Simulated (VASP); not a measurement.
Write the native input for VASP 6.6.1 that does the following.

| Quantity | Value |
| --- | --- |
| Task | relaxation of cell and atoms |
| Functional | PBE |
| Dispersion | D3(BJ) |
| Potentials or basis | VASP PAW PBE potentials, release 64 (Ge_d, S) |
| Cutoff | 600 eV |
| k mesh | 4 × 8 × 6 |
| Occupations | gaussian, width 0.03 eV |
| Spin | no spin polarisation |
| Further INCAR settings | ALGO = Normal; EDIFF = 1e-07; IBRION = 2; EDIFFG = -0.005; NSW = 90; ISIF = 3 |

The structure of GeS lies in POSCAR:

```
GeS                                     
1.0
   10.6556368386      0.0000000000      0.0000000000
    0.0000000000      3.6852456740     -0.0000000000
    0.0000000000      0.0000000000      4.3487614144
  Ge              S             
     4     4
Direct
     0.1247446449798914    0.2500000000000000    0.1326708122127630
     0.3752553550201084    0.7500000000000000    0.6326708122127630
     0.6247446449798910    0.2500000000000000    0.3673291877872368
     0.8752553550201090    0.7500000000000000    0.8673291877872371
     0.8495030919728208    0.2500000000000000    0.4964607832448492
     0.6504969080271792    0.7500000000000000    0.9964607832448495
     0.3495030919728208    0.2500000000000000    0.0035392167551509
     0.1504969080271793    0.7500000000000000    0.5035392167551505
```

These files were run (other wordings do the same):

INCAR

```
SYSTEM = GeS
ALGO = Normal
EDIFF = 1E-7
EDIFFG = -0.005
ENCUT = 600
GGA = PE
IBRION = 2
ISIF = 3
ISMEAR = 0
IVDW = 12
KPAR = 2
LASPH = .TRUE.
LCHARG = .FALSE.
LREAL = .FALSE.
LWAVE = .FALSE.
NELM = 80
NSW = 90
PREC = Accurate
SIGMA = 0.03
```

KPOINTS

```
k-points
0
G
  4 8 6
  0 0 0
```

Potentials or basis: VASP PAW PBE potentials, release 64 (Ge_d, S).

Command:

```console
$ cat potpaw_PBE.64/Ge_d/POTCAR potpaw_PBE.64/S/POTCAR > POTCAR
$ mpirun -np 2 vasp_std > vasp.out
```

Results of the run:

| Property | Result |
| --- | --- |
| Energy gained by relaxing | 0.0 meV/atom |
| Ionic steps | 2 |
| Pressure after relaxing | 0.0 GPa |
| Largest force after relaxing | 0.003 eV/Å |
| Band gap on the k mesh | 1.22 eV, indirect (least direct gap 1.25 eV) |
| Dispersion energy per atom | -0.327 eV |

It took 7.1 min on 2 MPI ranks on Intel(R) Xeon(R) Platinum 8488C (Sapphire Rapids), on a shared host, peak memory 0.61 GiB a rank.
